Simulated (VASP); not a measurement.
Sn: equation of state with PBE+D3(BJ)

The system is Sn.

```xyz
2
Lattice="0.0000 3.2873 3.2873 3.2873 0.0000 3.2873 3.2873 3.2873 0.0000" Properties=species:S:1:pos:R:3 pbc="T T T"
Sn    4.9310    4.9310    4.9310
Sn    3.2873    3.2873    3.2873
```

This isn't the form of Sn at room conditions, which is tetragonal (white tin).

```json
{
  "Program": "VASP 6.6.1",
  "Task": "equation of state",
  "Functional": "PBE",
  "Dispersion": "D3(BJ)",
  "Potentials or basis": "VASP PAW PBE potentials, release 64 (Sn_d)",
  "Cutoff": "520 eV",
  "k mesh": "6 × 6 × 6",
  "Occupations": "fermi-dirac, width 0.05 eV",
  "Spin": "no spin polarisation"
}
```

| Item | Value |
| --- | --- |
| Equilibrium volume | 35.55 Å³/atom |
| Bulk modulus | 39 GPa |
| Pressure derivative of the bulk modulus | 5.5 (rough: it moves with the points fitted) |

Energy against volume, from the lowest point:
```
volume (Å³/atom)  energy (meV/atom)
          34.103               7.80
          34.814               1.91
          35.524               0.00
          36.235               1.54
          36.945               6.15
```

All runs of the series together: 2.9 min on 1 thread of AMD EPYC 7R13 Processor (Zen 3), with other jobs on the host.
